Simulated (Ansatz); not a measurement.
# MnS: the cost of one run

Computed with Ansatz 0.2.0 (DFT LDA+U (U_eff = 4 eV on Mn d), plane waves, PAW, unless a step's input says otherwise).

The COD entry's cell or inner coordinates are ideal or old and differ from later refinements, so a difference from it is no clean test against experiment.

1 further run of the same task is left out (it didn't finish).

### Step 1. The starting structure

Symmetry: P6_3mc, No. 186, hexagonal system. Conventional cell: a = 3.976 Å, b = 3.976 Å, c = 6.432 Å, α = 90.00°, β = 90.00°, γ = 120.00°. Mn (site symmetry 3m) has 4 S at 2.41 to 2.48 Å as nearest neighbours. S (site symmetry 3m) has 4 Mn at 2.41 to 2.48 Å as nearest neighbours.

Coordinates:

```
CELL_PARAMETERS angstrom
3.97600 0.00000 0.00000
-1.98800 3.44332 6.43200
0.00000 0.00000 12.86400
ATOMIC_POSITIONS crystal
Mn 0.33333 0.66667 0.66667
Mn 0.66667 0.33333 0.08333
S 0.33333 0.66667 0.85917
S 0.66667 0.33333 0.27583
Mn 0.33333 0.66667 0.16667
Mn 0.66667 0.33333 0.58333
S 0.33333 0.66667 0.35917
S 0.66667 0.33333 0.77583
```

Magnetic order typed: antiferromagnetic, doubled cell 0 1/2 1/2.

An earlier series on this cell reached its lowest free state from «natural orbitals of the symmetric run, filled by rank», perhaps among other starts.

### Step 2. From atoms, default search

Input file input.yaml:

```yaml
crystal:
  lattice:
    - [3.97600161, 0.0, 0.0]
    - [-1.9880008, 3.4433184, 6.4320005]
    - [0.0, 0.0, 12.864001]
  atoms:
    - { symbol: Mn, position: [0.3333333333, 0.6666666667, 0.6666666667], spin: 5.0 }
    - { symbol: Mn, position: [0.6666666667, 0.3333333333, 0.0833333334], spin: 5.0 }
    - { symbol: S, position: [0.3333333333, 0.6666666667, 0.8591666666] }
    - { symbol: S, position: [0.6666666667, 0.3333333333, 0.2758333334] }
    - { symbol: Mn, position: [0.3333333333, 0.6666666667, 0.1666666667], spin: -5.0 }
    - { symbol: Mn, position: [0.6666666667, 0.3333333333, 0.5833333334], spin: -5.0 }
    - { symbol: S, position: [0.3333333333, 0.6666666667, 0.3591666666] }
    - { symbol: S, position: [0.6666666667, 0.3333333333, 0.7758333334] }
basis:
  ecutwfc: 420
  ecutrho_ratio: 4
kpoints:
  mp_grid: { grid: [6, 6, 6] }
hamiltonian:
  xc: lda
  hubbard:
    sites:
      - { site: 0, l: d, u_eff: 4.0 }
      - { site: 1, l: d, u_eff: 4.0 }
      - { site: 4, l: d, u_eff: 4.0 }
      - { site: 5, l: d, u_eff: 4.0 }
scf:
  occupations: { method: gaussian, width: 0.05 }
output:
  forces: true
  stress: true
  eigenvalues: true
  populations: true
  hubbard:
    sites:
      - { site: 0, l: d }
      - { site: 1, l: d }
      - { site: 4, l: d }
      - { site: 5, l: d }
  write_density: true
  write_potential: true
  elf: true
  volumetric_format: npy
magnetization:
  spin_polarized: true
```

Run with:

```bash
> ansatz run input.yaml --threads 4 --pin off --max-ram 6144MiB --backend cpu --events-out ev --progress --plain --runs-dir out
```

**Question.** How long does this run take on 4 threads of Arm Neoverse V1, shared host, and how much memory does it need?

About 42 s, with a peak of 1.4 GiB.
